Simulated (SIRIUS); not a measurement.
## Te2Mo under changes of volume

One of the cells (25.464 Å³/atom); the others are scaled copies at fixed shape and fractional positions:

```
CELL_PARAMETERS angstrom
3.54150 0.00000 0.00000
-1.77075 3.06703 0.00000
0.00000 0.00000 14.06614
ATOMIC_POSITIONS crystal
Te 0.66667 0.33333 0.37900
Te 0.33333 0.66667 0.87900
Te 0.66667 0.33333 0.12100
Te 0.33333 0.66667 0.62100
Mo 0.66667 0.33333 0.75000
Mo 0.33333 0.66667 0.25000
```

```yaml
Program: SIRIUS 7.12.0
Functional: PBEsol
Potentials_or_basis: all-electron FP-LAPW
Cutoff: 172 eV
Basis: apw+lo standard
k_mesh: 9 × 9 × 2
Occupations: fermi-dirac, width 0.05 eV
Spin: no spin polarisation
```

```tsv
volume (Å³/atom)	energy over the lowest point (meV/atom)	gap on the mesh (eV)
23.467	21.08	0.72
23.966	6.57	0.73
24.466	0.00	0.75
25.464	6.77	0.77
25.963	18.79	0.78
26.463	?	?
```

Problem. What does the run at 26.463 Å³/atom give?

Solution. Energy over the lowest point 35.83 meV/atom; gap on the mesh 0.79 eV.

Worked out: A Birch-Murnaghan fit of order 3 (a polynomial in V^(-2/3)) to the other rows has its minimum at 24.69 Å³/atom with B0 = V·E''(V) = 105 GPa and B' = 4.8 at fixed shape and positions, which overstates the stiffness. It gives 35.69 meV/atom at 26.463 Å³/atom, against the run's 35.83. A straight line through the other rows of the gap, of slope 0.605 eV per unit of ln V, extrapolates to 0.79 eV, against the run's 0.79.

Energies are extrapolated to zero smearing.

Caveats: spin-orbit coupling is left out, which moves the levels of the heavy elements; an odd mesh through Γ misses points on the zone boundary, where band edges often lie; this functional lacks dispersion, which binds the layers, so the pressure and a relaxed spacing across them are unreliable.
